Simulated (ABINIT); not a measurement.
# CdSe (F-43m) in ABINIT: settings compared

One crystal, CdSe, is run at these levels: OLYP, revPBE+D3, LDA, LDA-PZ, PBE+D3; tasks: band structure, equation of state.

All numbers are computed with ABINIT 10.8.3 (patched build); they aren't measurements. Logs are shortened: lines on timing, memory, paths and dates and some standing lists are left out, and cuts for length are marked. The log counts tension as positive stress, the text compression.

### Step 1. The crystal as given

It takes space group F-43m (No. 216, cubic). The conventional cell has a = 6.141 Å, b = 6.141 Å, c = 6.141 Å, α = 90.00°, β = 90.00°, γ = 90.00°. Cd (site symmetry -43m) has 4 Se at 2.66 Å as nearest neighbours. Se (site symmetry -43m) has 4 Cd at 2.66 Å as nearest neighbours.

Measurements of this composition are mostly on another form, of space group No. 186.

### Step 2. Band structure, OLYP

Contents of run.abi:

```
# Datasets: ground state, then fixed potential
ndtset 2

# Pseudopotentials
pp_dirpath "./"
pseudos "Cd.GGA_PBE-JTH.xml, Se.GGA_PBE-JTH.xml"

# Structure
acell 8.2052270577 8.2052270577 8.2052270577
rprim
     0.0000000000     0.7071067812     0.7071067812
     0.7071067812     0.0000000000     0.7071067812
     0.7071067812     0.7071067812     0.0000000000
ntypat 2
znucl 48 34
natom 2
typat 1 2
xcart
     0.0000000000     0.0000000000     0.0000000000
     2.9009858468     2.9009858468     2.9009858468

# Plane-wave basis
ecut 462.593566 eV
pawecutdg 34.0

# Exchange and correlation
ixc -110131

# Bands and occupations
occopt 3
tsmear 0.05 eV

# SCF cycle
nstep 100

# Output
iomode 3
prtwf 0
prteig 0
prtebands 0
prtden1 1

# Dataset 1
kptopt1 1
ngkpt1 8 8 8
nshiftk1 1
shiftk1 0.0 0.0 0.0
nband1 13
tolvrs1 1.0e-9

# Dataset 2: bands along G-X-W-K-G-L-U-W-L-K
iscf2 -2
getden2 1
nband2 17
nbdbuf2 2
tolwfr2 1.0e-12
kptopt2 -9
ndivsm2 8
prteig2 1
kptbounds2
     0.0000000000     0.0000000000     0.0000000000
     0.5000000000     0.0000000000     0.5000000000
     0.5000000000     0.2500000000     0.7500000000
     0.3750000000     0.3750000000     0.7500000000
     0.0000000000     0.0000000000     0.0000000000
     0.5000000000     0.5000000000     0.5000000000
     0.6250000000     0.2500000000     0.6250000000
     0.5000000000     0.2500000000     0.7500000000
     0.5000000000     0.5000000000     0.5000000000
     0.3750000000     0.3750000000     0.7500000000
```

Potentials or basis: JTH PAW PBE v2.0.

The run is started by

```sh
$ abinit run.abi > log 2>&1
```

run.abo:

```text
.Version 10.8.3 of ABINIT
 DATASET    1 : space group F-4 3 m (#216); Bravais cF (face-center cubic)
================================================================================
 Values of the parameters that define the memory need for DATASET  1.
     intxc =       0    ionmov =       0      iscf =      17    lmnmax =      18
     lnmax =       6     mgfft =      32  mpssoang =       3    mqgrid =    3001
     natom =       2  nloc_mem =       2    nspden =       1   nspinor =       1
    nsppol =       1      nsym =      24    n1xccc =       1    ntypat =       2
    occopt =       3   xclevel =       2
       mpw =        1325          nfft =       32768          nkpt =          29
 PAW method is used; the additional fine FFT grid is defined by:
   mgfftf=        45    nfftf =     91125
================================================================================
================================================================================

 DATASET    2 : space group F-4 3 m (#216); Bravais cF (face-center cubic)
================================================================================
 Values of the parameters that define the memory need for DATASET  2.
     intxc =       0    ionmov =       0      iscf =      -2    lmnmax =      18
     lnmax =       6     mgfft =      32  mpssoang =       3    mqgrid =    3001
     natom =       2  nloc_mem =       2    nspden =       1   nspinor =       1
    nsppol =       1      nsym =      24    n1xccc =       1    ntypat =       2
    occopt =       3   xclevel =       2
       mpw =        1327          nfft =       32768          nkpt =         139
 PAW method is used; the additional fine FFT grid is defined by:
   mgfftf=        45    nfftf =     91125
================================================================================
================================================================================

--------------------------------------------------------------------------------
------------- Echo of variables that govern the present computation ------------
--------------------------------------------------------------------------------
 -outvars: echo values of preprocessed input variables --------
            acell      8.2052270577E+00  8.2052270577E+00  8.2052270577E+00 Bohr
              amu      1.12411000E+02  7.89600000E+01
             ecut      1.70000000E+01 Hartree
           getden1          0
           getden2          1
             iscf1         17
             iscf2         -2
                       outvar_i_n : Printing only first  50 k-points.
              ixc     -110131
           jdtset        1    2
                       outvar_i_n : Printing only first  50 k-points.
           kptopt1          1
           kptopt2         -9
         kptrlatt        8    0    0      0    8    0      0    0    8
          kptrlen1     6.56418165E+01
          kptrlen2     3.00000000E+01
            natom           2
            nband1         13
            nband2         17
           nbdbuf1          0
           nbdbuf2          2
           ndtset           2
           ndivsm1          0
           ndivsm2          8
            ngfft          32      32      32
          ngfftdg          45      45      45
             nkpt1         29
             nkpt2        139
            nstep         100
             nsym          24
           ntypat           2
           occopt           3
        pawecutdg      3.40000000E+01 Hartree
         pawxcdev           0
        prtebands           0
           prteig1          0
           prteig2          1
            prtwf           0
            rprim      0.0000000000E+00  7.0710678120E-01  7.0710678120E-01
                       7.0710678120E-01  0.0000000000E+00  7.0710678120E-01
                       7.0710678120E-01  7.0710678120E-01  0.0000000000E+00
           shiftk1     0.00000000E+00  0.00000000E+00  0.00000000E+00
           shiftk2     5.00000000E-01  5.00000000E-01  5.00000000E-01
          spgroup         216
           tolvrs1     1.00000000E-09
           tolvrs2     0.00000000E+00
           tolwfr1     0.00000000E+00
           tolwfr2     1.00000000E-12
           tsmear      1.83746611E-03 Hartree
            typat      1  2
           useylm           1
                       outvars : Printing only first  50 k-points.
           xangst      0.0000000000E+00  0.0000000000E+00  0.0000000000E+00
                       1.5351355983E+00  1.5351355983E+00  1.5351355983E+00
            xcart      0.0000000000E+00  0.0000000000E+00  0.0000000000E+00
                       2.9009858469E+00  2.9009858469E+00  2.9009858469E+00
[... 222 lines left out ...]
== DATASET  2 ==================================================================

--- !DatasetInfo
iteration_state: {dtset: 2, }
dimensions: {natom: 2, nkpt: 139, mband: 17, nsppol: 1, nspinor: 1, nspden: 1, mpw: 1327, }
cutoff_energies: {ecut:  17.0, pawecutdg:  34.0, }
electrons: {nelect:   1.80000000E+01, charge:   0.00000000E+00, occopt:   3.00000000E+00, tsmear:   1.83746611E-03, }
meta: {optdriver: 0, ionmov: 0, optcell: 0, iscf: -2, paral_kgb: 0, }
...

 mkfilename : getden/=0, take file _DEN from output of DATASET   1.

 Real(R)+Recip(G) space primitive vectors, cartesian coordinates (Bohr,Bohr^-1):
 R(1)=  0.0000000  5.8019717  5.8019717  G(1)= -0.0861776  0.0861776  0.0861776
 R(2)=  5.8019717  0.0000000  5.8019717  G(2)=  0.0861776 -0.0861776  0.0861776
 R(3)=  5.8019717  5.8019717  0.0000000  G(3)=  0.0861776  0.0861776 -0.0861776
 Unit cell volume ucvol=  3.9062210E+02 bohr^3
 Angles (23,13,12)=  6.00000000E+01  6.00000000E+01  6.00000000E+01 degrees

 Coarse grid specifications (used for wave-functions):

 getcut: wavevector=  0.0000  0.0000  0.0000  ngfft=  32  32  32
         ecut(hartree)=     17.000   => boxcut(ratio)=   2.10121

 Fine grid specifications (used for densities):

 getcut: wavevector=  0.0000  0.0000  0.0000  ngfft=  45  45  45
         ecut(hartree)=     34.000   => boxcut(ratio)=   2.04295
--------------------------------------------------------------------------------

================================================================================
 Non-SCF case, kpt    1 (  0.00000  0.00000  0.00000), residuals and eigenvalues=
  4.95E-13  3.85E-13  8.41E-13  2.79E-13  4.32E-13  6.18E-13  1.40E-13  7.21E-13
  6.17E-13  6.75E-13  6.60E-13  9.32E-13  6.47E-13  6.79E-13  5.66E-13  1.53E-11
  1.36E-11
 -3.9975E-01 -2.4194E-01 -2.4194E-01 -2.4194E-01 -2.3034E-01 -2.3034E-01
  5.3153E-02  5.3153E-02  5.3153E-02  9.0199E-02  2.8153E-01  2.8153E-01
  2.8153E-01  4.4086E-01  4.6698E-01  4.6698E-01  5.2166E-01
 Non-SCF case, kpt    2 (  0.02174  0.00000  0.02174), residuals and eigenvalues=
  8.89E-13  6.07E-13  5.18E-13  8.60E-13  6.72E-13  5.33E-13  7.22E-13  1.92E-13
  3.63E-13  7.87E-13  5.10E-13  2.33E-13  7.17E-13  5.44E-13  5.63E-13  9.48E-13
  4.47E-07
[... 948 lines left out ...]
 Non-SCF case, kpt  138 (  0.38393  0.38393  0.73214), residuals and eigenvalues=
  2.17E-13  8.58E-13  8.24E-13  6.73E-13  9.64E-13  7.76E-13  8.85E-13  2.60E-13
  5.40E-13  3.98E-13  7.64E-13  8.63E-13  5.14E-13  5.45E-13  6.90E-13  1.96E-11
  5.95E-08
 -3.8476E-01 -2.3675E-01 -2.3533E-01 -2.3198E-01 -2.2943E-01 -2.1460E-01
 -8.4103E-02 -2.9158E-02  4.7721E-03  2.0514E-01  2.5803E-01  3.6811E-01
  3.7173E-01  3.8916E-01  4.8114E-01  5.7553E-01  6.1071E-01
 Non-SCF case, kpt  139 (  0.37500  0.37500  0.75000), residuals and eigenvalues=
  4.60E-13  4.60E-13  6.94E-13  4.38E-13  6.22E-13  4.80E-13  2.53E-13  2.76E-13
  6.78E-13  7.22E-13  7.47E-13  8.16E-13  8.12E-13  7.80E-13  9.82E-13  2.26E-11
  2.44E-09
 -3.8464E-01 -2.3661E-01 -2.3512E-01 -2.3219E-01 -2.2934E-01 -2.1454E-01
 -8.4350E-02 -2.8676E-02  3.1538E-03  2.0450E-01  2.5321E-01  3.7696E-01
  3.7714E-01  3.8485E-01  4.8543E-01  5.7410E-01  6.0418E-01

--- !ResultsGS
iteration_state: {dtset: 2, }
comment   : Summary of ground state results
lattice_vectors:
- [  0.0000000,   5.8019717,   5.8019717, ]
- [  5.8019717,   0.0000000,   5.8019717, ]
- [  5.8019717,   5.8019717,   0.0000000, ]
lattice_lengths: [   8.20523,    8.20523,    8.20523, ]
lattice_angles: [ 60.000,  60.000,  60.000, ] # degrees, (23, 13, 12)
lattice_volume:   3.9062210E+02
convergence: {deltae:  0.000E+00, res2:  0.000E+00, residm:  9.998E-13, diffor:  0.000E+00, }
etotal    :  -5.72931968E+01
entropy   :   0.00000000E+00
fermie    :   7.31944075E-02
cartesian_stress_tensor: null
pressure_GPa: null
xred      :
- [  0.0000E+00,   0.0000E+00,   0.0000E+00, Cd]
- [  2.5000E-01,   2.5000E-01,   2.5000E-01, Se]
cartesian_forces: null
force_length_stats: {min: null, max: null, mean: null, }
...

 Integrated electronic density in atomic spheres:
 ------------------------------------------------
 Atom  Sphere_radius  Integrated_density
    1        2.50234         10.45504629
    2        2.21132          4.00357934

================================================================================

 ----iterations are completed or convergence reached----

 Mean square residual over all n,k,spin=   65.543E-14; max=  99.979E-14
 reduced coordinates (array xred) for    2 atoms
       0.000000000000      0.000000000000      0.000000000000
       0.250000000000      0.250000000000      0.250000000000

 cartesian coordinates (angstrom) at end:
    1      0.00000000000000     0.00000000000000     0.00000000000000
    2      1.53513559828630     1.53513559828630     1.53513559828630
 length scales=  8.205227057700  8.205227057700  8.205227057700 bohr
              =  4.342019166274  4.342019166274  4.342019166274 angstroms
 Eigenvalues (hartree) for nkpt= 139  k points:
 kpt#   1, nband= 17, wtk=  1.00000, kpt=  0.0000  0.0000  0.0000 (reduced coord)
  -0.39975   -0.24194   -0.24194   -0.24194   -0.23034   -0.23034    0.05315    0.05315
   0.05315    0.09020    0.28153    0.28153    0.28153    0.44086    0.46698    0.46698
   0.52166
 kpt#   2, nband= 17, wtk=  1.00000, kpt=  0.0217  0.0000  0.0217 (reduced coord)
  -0.39968   -0.24192   -0.24192   -0.24190   -0.23036   -0.23034    0.05062    0.05278
   0.05278    0.09286    0.28069    0.28209    0.28209    0.44221    0.46350    0.46712
   0.52222
 kpt#   3, nband= 17, wtk=  1.00000, kpt=  0.0435  0.0000  0.0435 (reduced coord)
  -0.39946   -0.24182   -0.24182   -0.24174   -0.23039   -0.23032    0.04447    0.05170
   0.05170    0.09939    0.27824    0.28376    0.28376    0.44592    0.45510    0.46754
   0.52387
 kpt#   4, nband= 17, wtk=  1.00000, kpt=  0.0652  0.0000  0.0652 (reduced coord)
  -0.39910   -0.24165   -0.24165   -0.24148   -0.23044   -0.23027    0.03670    0.04993
   0.04993    0.10779    0.27443    0.28649    0.28649    0.44252    0.45373    0.46823
   0.52662
 kpt#   5, nband= 17, wtk=  1.00000, kpt=  0.0870  0.0000  0.0870 (reduced coord)
[... 525 lines left out ...]
   0.00879    0.20512    0.26583    0.35076    0.35819    0.40403    0.47742    0.56514
   0.59713
 kpt# 137, nband= 17, wtk=  1.00000, kpt=  0.3929  0.3929  0.7143 (reduced coord)
  -0.38496   -0.23692   -0.23559   -0.23178   -0.22951   -0.21485   -0.08402   -0.02838
   0.00667    0.20546    0.26228    0.35854    0.36532    0.39619    0.47851    0.57219
   0.61085
 kpt# 138, nband= 17, wtk=  1.00000, kpt=  0.3839  0.3839  0.7321 (reduced coord)
  -0.38476   -0.23675   -0.23533   -0.23198   -0.22943   -0.21460   -0.08410   -0.02916
   0.00477    0.20514    0.25803    0.36811    0.37173    0.38916    0.48114    0.57553
   0.61071
 kpt# 139, nband= 17, wtk=  1.00000, kpt=  0.3750  0.3750  0.7500 (reduced coord)
  -0.38464   -0.23661   -0.23512   -0.23219   -0.22934   -0.21454   -0.08435   -0.02868
   0.00315    0.20450    0.25321    0.37696    0.37714    0.38485    0.48543    0.57410
   0.60418

== END DATASET(S) ==============================================================
================================================================================

 -outvars: echo values of variables after computation  --------
            acell      8.2052270577E+00  8.2052270577E+00  8.2052270577E+00 Bohr
           etotal1    -5.7293196797E+01
            fcart1    -0.0000000000E+00 -0.0000000000E+00 -0.0000000000E+00
                      -0.0000000000E+00 -0.0000000000E+00 -0.0000000000E+00
            rprim      0.0000000000E+00  7.0710678120E-01  7.0710678120E-01
                       7.0710678120E-01  0.0000000000E+00  7.0710678120E-01
                       7.0710678120E-01  7.0710678120E-01  0.0000000000E+00
           strten1    -9.7453740776E-05 -9.7453740776E-05 -9.7453740776E-05
                       0.0000000000E+00  0.0000000000E+00  0.0000000000E+00
           xangst      0.0000000000E+00  0.0000000000E+00  0.0000000000E+00
                       1.5351355983E+00  1.5351355983E+00  1.5351355983E+00
             xred      0.0000000000E+00  0.0000000000E+00  0.0000000000E+00
                       2.5000000000E-01  2.5000000000E-01  2.5000000000E-01
 Calculation completed.
```

Run time: 2.2 min. Hardware: 1 thread of Arm Neoverse V2, shared host; peak memory 0.15 GiB.

Results:

```yaml
Free_energy: -1559.0273 eV
Band_gap_on_the_k_mesh: 1.01 eV, direct
Valence_electrons_inside_the_program's_atomic_spheres: Cd 10.46; Se 4.00
```

Levels at the corners of the path, in eV from the valence-band top:
| point | band 7 | band 8 | band 9 | band 10 | band 11 | band 12 |
| --- | --- | --- | --- | --- | --- | --- |
| Γ | 0.00 | 0.00 | 0.00 | 1.01 | 6.21 | 6.21 |
| X | -3.81 | -1.66 | -1.66 | 3.80 | 4.02 | 9.59 |
| W | -3.72 | -1.99 | -1.93 | 5.04 | 5.76 | 6.84 |
| K | -3.74 | -2.23 | -1.36 | 4.12 | 5.44 | 8.81 |
| Γ | 0.00 | 0.00 | 0.00 | 1.01 | 6.21 | 6.21 |
| L | -4.02 | -0.68 | -0.68 | 2.72 | 6.76 | 6.76 |
| U | -3.74 | -2.23 | -1.36 | 4.12 | 5.44 | 8.81 |
| W | -3.72 | -1.99 | -1.93 | 5.04 | 5.76 | 6.84 |
| L | -4.02 | -0.68 | -0.68 | 2.72 | 6.76 | 6.76 |
| K | -3.74 | -2.23 | -1.36 | 4.12 | 5.44 | 8.81 |

Caveat: the cutoff is too short for stress, so the log's stress isn't used; the PAW data sets were made with another functional, which shifts forces and pressure a little.

(Part 1 of 3 ends here.)
